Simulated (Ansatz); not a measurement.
Run this with the Python package of Ansatz (0.2.0) and show what comes out.

`mass.py`:
```python
import ansatz as az
from ase import Atoms
import numpy as np

FUNCTIONAL = "pbesol"
CUTOFF_EV = 470
SMEARING = "fixed"

atoms = Atoms(
    ["B", "N"],
    scaled_positions=[
        [0.0, 0.0, 0.0],
        [0.25, 0.25, 0.25],
    ],
    cell=[
        [0.0, 1.8075, 1.8075],
        [1.8075, 0.0, 1.8075],
        [1.8075, 1.8075, 0.0],
    ],
    pbc=True,
)
crystal = az.Crystal.from_ase(atoms)

calculation = (
    crystal.calculation()
    .functional(FUNCTIONAL)
    .pseudopotentials("paw")
    .basis(CUTOFF_EV)
    .kpoints(9)
    .occupations(SMEARING)
)
done = calculation.band_table().run()
summary = done.report
levels = np.array(summary["eigenvalues_ev"])
filled = round(summary["n_electrons"] / 2)
edges = {"top filled band": (filled - 1, levels[:, filled - 1].argmax()), "lowest empty band": (filled, levels[:, filled].argmin())}
gap = levels[:, filled].min() - levels[:, filled - 1].max()
print(f"gap on the mesh {gap:.3f} eV")
if gap <= 0.05:
    print("no gap: band-edge masses have no meaning here")
    edges = {}
reciprocal = 2 * np.pi * np.linalg.inv(done.lattice.cell_ang).T
step = 0.03  # 1/A

pairs = [(0, 1), (0, 2), (1, 2)]
moves = [sign * axis for axis in np.eye(3) for sign in (-1, 1)]
moves += [s1 * np.eye(3)[i] + s2 * np.eye(3)[j] for i, j in pairs for s1 in (1, -1) for s2 in (1, -1)]
for name, (band, index) in edges.items():
    together = int(np.sum(np.abs(levels[index] - levels[index, band]) < 2e-3))
    print(name, "at k =", np.round(summary["kpoints_frac"][index], 4), f"E = {levels[index, band]:.4f} eV, degeneracy {together}")
    centre = np.array(summary["kpoints_frac"][index]) @ reciprocal
    points = [centre] + [centre + step * move for move in moves]
    table = calculation.band_structure(points, intervals=1, cartesian=True).run().band_structure().channels[0].eigenvalues_ev
    if together > 1:
        level = np.flatnonzero(np.abs(levels[index] - levels[index, band]) < 2e-3)
        along = (table[1, level] + table[2, level] - 2 * table[0, level]) / step ** 2
        print("  degenerate level, no single mass tensor; masses of its branches along x:", np.round(7.61996 / along, 3), "m_e")
        continue
    e = table[:, band]
    hessian = np.diag((e[1:7:2] + e[2:7:2] - 2 * e[0]) / step ** 2)
    for (i, j), (pp, pm, mp, mm) in zip(pairs, e[7:].reshape(3, 4)):
        hessian[i, j] = hessian[j, i] = (pp - pm - mp + mm) / (4 * step ** 2)
    curvatures, axes = np.linalg.eigh(hessian)
    slope = (e[2:7:2] - e[1:7:2]) / (2 * step)
    print("  slope (eV A):", np.round(slope, 3) + 0.0, "" if np.abs(slope).max() < 0.05 else "- no extremum here, so these are local curvatures and no band-edge masses")
    for curvature, axis in zip(curvatures, axes.T):
        print(f"  principal mass {7.61996 / curvature:8.3f} m_e along", np.round(axis, 2) + 0.0)
```

```console
$ python mass.py
gap on the mesh 4.446 eV
top filled band at k = [0. 0. 0.] E = 11.1357 eV, degeneracy 3
  degenerate level, no single mass tensor; masses of its branches along x: [-0.506 -0.523 -0.523] m_e
lowest empty band at k = [0.     0.4444 0.4444] E = 15.5815 eV, degeneracy 1
  slope (eV A): [-1.61  0.    0.  ] - no extremum here, so these are local curvatures and no band-edge masses
  principal mass    0.962 m_e along [1. 0. 0.]
  principal mass    0.300 m_e along [0.   0.35 0.94]
  principal mass    0.300 m_e along [ 0.   -0.94  0.35]
```

Notes:
- Along an axis with an odd division the mesh misses the point at one half; a gap read on a finite mesh is an upper bound on this functional's gap.
- Semilocal gaps usually lie well under measured ones.
- The starting cell is as deposited in a crystallographic database; the results hold for this polymorph, which needn't be the stable one.
- Levels are Kohn-Sham eigenvalues on this mesh.
- The masses are finite-difference curvatures at extrema found on a coarse mesh, which needn't be the true band edges; a step that is long against the gap makes them too heavy. Negative values are curvatures of valence bands (the hole mass is their size). Spin-orbit coupling is left out, and light masses scale with the Kohn-Sham gap.
- Wall time of the script: 2.9 s on 1 thread of Arm Neoverse V1, on a shared host, peak memory 0.33 GiB.
